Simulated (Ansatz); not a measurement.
The system is TiO.

```xyz
2
Lattice="3.0094 0.0000 0.0000 -1.5047 2.6062 0.0000 0.0000 0.0000 2.9371" Properties=species:S:1:pos:R:3 pbc="T T T"
Ti    0.0000    0.0000    0.0000
O     1.5047    0.8687    1.4685
```

The cell comes from a database or a generator and needn't be the stable form of this composition.

Below is the output of Ansatz 0.2.0 for this cell. Logs are shortened: lines on timing, memory, paths and dates and some standing lists are left out, and cuts for length are marked.

```text
Warning: RAYON_NUM_THREADS=2 ignored (pool sized by the plan → 2); use --threads N
Ti: projections on atomic orbitals take those of the free atom [Ne] 3s2 3p6 3d2 4s2, of charge +0.00 (hamiltonian.pseudopotentials.projection_atoms); the dataset's partial waves leave at most 4.1e-7 of an orbital's norm unspanned inside its sphere
O: projections on atomic orbitals take those of the free atom [He] 2s2 2p4, of charge +0.00 (hamiltonian.pseudopotentials.projection_atoms); the dataset's partial waves leave at most 1.9e-8 of an orbital's norm unspanned inside its sphere
Engine: ansatz 0.2.0, aarch64-unknown-linux-gnu
Pseudopotentials: kind: paw
Pseudopotential: Ti, paw, valence charge 12, recommended cutoff 420 eV (normal), Ti.paw.azcp
Pseudopotential: O, paw, valence charge 6, recommended cutoff 420 eV (normal), O.paw.azcp
Functional definition: PBEsol
  exchange = pbesol_x
  correlation = pbesol_c
this run first makes a single point of its starting geometry on two collinear spin channels, or without spin where it has no moments, for its own SCFs to start from. `scf.lower_state_search: off` leaves that single point out
Crystal: 2 atoms, lattice volume = 23.036 Å³
Basis set: ecut = 420 eV, 405 PW (Γ), exchange–correlation on 48×48×40 points (8 copies of the dense FFT grid, shifted against one another)
Bands: 14, of which v1, the nominal top of the filled ones, is band 9 counted from 1 (8 counted from 0)
Symmetry: 12 space group operations
Space group: P-6m2 (ITA 187), of the structure as read, at distance tolerance 2.8e-5 Å
Magnetic group: BNS 187.209 (UNI 1439), of the structure as read, at distance tolerance 2.8e-5 Å
k-points: 32 of 294 (time reversal used)
Non-local potential: Ti, projectors of the file, l = 0: 3, l = 1: 2, l = 2: 3, l = 3: 1
Non-local potential: O, projectors of the file, l = 0: 2, l = 1: 2, l = 2: 1
PAW form: soft (Blöchl's): semilocal exchange-correlation on the pseudo side does not see the compensation charge
PAW frozen core: Ti, regenerated for the run's functional, and the local potential with it (the file was generated under x = pbe(κ = 0.804, μ = 0.2195149727645171), c = pbe(β = 0.06672455060314922))
PAW frozen core: O, regenerated for the run's functional, and the local potential with it (the file was generated under x = pbe(κ = 0.804, μ = 0.2195149727645171), c = pbe(β = 0.06672455060314922))
PAW one-centre angular grid: Ti, 590 points (default); XC on 64 Gauss nodes
PAW one-centre angular grid: O, 110 points (default); XC on 64 Gauss nodes
[... 113 lines left out ...]
Entropy (-TS):   -0.000211 eV (-0.105 meV/atom)
Fermi energy:    14.055998 eV
--- Per-component energies (eV) ---
  E_band       = -139.501498
  E_kinetic    = 447.909148
  E_local      = -1052.209120  (includes V_loc(G=0)·N_el)
  E_nonlocal   = 62.287243
  E_hartree    = 414.116859
  E_xc         = -169.437735
  E_vxc        = -214.859938  (∫ρ·V_xc dr)
  E_hubbard    = 1.556214  (on-site DFT+U / exact-exchange correction)
  E_vhub       = -2.089074  (the Hubbard potential's part of the band-sum identity)
  E_paw        = -1176.950660  (= ΣΔE_a)
  E_vpaw       = -208.775829  (= ΣTr[D̂ρ^β])
  E_aug_tail   = 0.002611  (compensation charges beyond the density's cutoff)
  E_ewald      = -1560.945093
  E_core_change = 0.174672  (= ΣΔE_core)
  E_smearing   = -0.000211  (= −TS)
  E_closure    = 0.000000  (closes the sum)
  Σ components = -3033.496073   (vs F -3033.496073, Δ=0.00e0)
--- Hubbard shell moments (per corrected site; Tr N, ν in electrons; μ in μ_B) ---
  shell 0: Tr N=2.6007  μ_S=(-0.4595, -1.4632, -1.1380)  μ_L=(-0.0000, +0.0000, +0.0000)  μ=(-0.4595, -1.4632, -1.1380)  ν=0.0000 along (-0.241, -0.766, -0.596)
--- Forces (eV/Å), atoms counted from 1 ---
  atom   1  Ti    -0.00000001     0.20384047     0.00000000
  atom   2  O      0.00000007    -0.20384065     0.00000001
  max |Σ_I F_I| component: 1.79e-7 eV/Å
--- Stress (GPa, compression-positive) ---
        5.069333       0.000000       0.000000
        0.000000       1.984111       0.000000
        0.000000       0.000000      -8.217190
  P = ⅓ Tr σ = -0.3879 GPa (-3.879 kbar)
--- Band table (eV; the first three rows and the last of 294) ---
  k-point 0: bands = ["-43.8951", "-42.3490", "-20.1867", "-20.0896", "-20.0489", "-18.7655", "-18.5777", "-18.3591", "-6.2706", "-6.1591", "8.5496", "9.1275", "9.6405", "9.6708", "9.7104", "9.7576", "9.8298", "13.6107", "13.7176", "14.0921", "15.7949", "16.2403", "17.0107", "17.1761", "17.6323", "18.0721"]
  k-point 1: bands = ["-43.8864", "-42.3366", "-20.2022", "-20.1783", "-20.0405", "-18.7565", "-18.6896", "-18.3498", "-6.0495", "-5.9466", "7.6146", "8.6387", "8.7794", "9.6122", "9.7728", "9.8837", "10.9105", "13.0984", "14.6866", "15.2008", "15.7066", "16.4176", "17.0824", "17.1582", "17.1668", "17.5173"]
  k-point 2: bands = ["-43.8767", "-42.3036", "-20.4158", "-20.1617", "-20.0238", "-18.9121", "-18.7387", "-18.3314", "-5.5835", "-5.5002", "5.9286", "7.0562", "9.3903", "9.8093", "9.8915", "9.9842", "12.0601", "12.2853", "15.1593", "16.5428", "16.7149", "16.8804", "16.9373", "16.9642", "17.1127", "17.9382"]
  k-point 293: bands = ["-43.8552", "-42.3057", "-20.3718", "-20.1629", "-20.1211", "-18.9373", "-18.6454", "-18.4384", "-5.6618", "-5.5623", "7.6602", "8.1516", "8.1711", "8.8619", "9.1312", "9.6090", "10.8401", "13.1579", "15.5057", "15.5609", "16.4253", "17.0565", "17.1241", "17.6209", "17.8934", "17.9686"]
Occupation matrices written to <dir>
```

Task: Write the input and the command behind it.

Result: Single point with PBEsol+U, non-collinear spin, random start. The files as run (others can give the same):

input.yaml
```yaml
crystal:
  lattice:
    - [3.00943415, 0.0, 0.0]
    - [-1.50471708, 2.60624643, 0.0]
    - [0.0, 0.0, 2.93705863]
  atoms:
    - { symbol: Ti, position: [0.0, 0.0, 0.0], spin: 0.27, spin_axis: [-0.065, -0.207, -0.161] }
    - { symbol: O, position: [0.6666666667, 0.3333333333, 0.5] }
hamiltonian:
  xc: pbesol
  pseudopotentials: { kind: paw }
  hubbard: { sites: [{ species: Ti, l: d, u_eff: 4.0 }] }
magnetization:
  noncollinear: true
  spin_orbit: false
kpoints:
  mp_grid: { grid: [7, 7, 6] }
scf:
  occupations: { method: gaussian, width: 0.05 }
output:
  forces: true
  stress: true
  eigenvalues: true
```

Potentials or basis: Ansatz PAW.
The run is started by
```sh
$ ansatz run input.yaml --threads 2 --pin off --max-ram 5632MiB --backend cpu --events-out ev --progress --plain --runs-dir out
```

Caveat: the magnetic or orbital state may not be the lowest; the pressure holds a Pulay correction of +0.6 GPa for the finite cutoff; the PAW data sets come from PBE, with cores solved anew for the run's functional, which leaves a small shift of forces and pressure.
